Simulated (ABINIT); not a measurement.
Crystal: PtSe2 (Sudovikovite).

```
CELL_PARAMETERS angstrom
3.72400 0.00000 0.00000
-1.86200 3.22508 0.00000
0.00000 0.00000 5.06200
ATOMIC_POSITIONS crystal
Pt 0.00000 0.00000 0.00000
Se 0.66667 0.33333 0.75000
Se 0.33333 0.66667 0.25000
```

Base run:

```yaml
Program: ABINIT 10.8.3 (patched build)
Functional: PBEsol
Potentials_or_basis: PseudoDojo NC SR PBEsol v0.4.1 standard
Cutoff: 1170 eV
k_mesh: 6 × 6 × 4
Occupations: fermi-dirac, width 0.05 eV
Spin: no spin polarisation
```

Its results: band gap on the k mesh none (metal or under the smearing width); pressure 2.0 GPa; largest force 0.324 eV/Å.

Problem. The run is repeated on the same cell with these changes: cutoff from 1170 eV to 1061 eV. What comes out?

Solution. Band gap on the k mesh none (metal or under the smearing width); pressure 1.5 GPa; largest force 0.324 eV/Å.
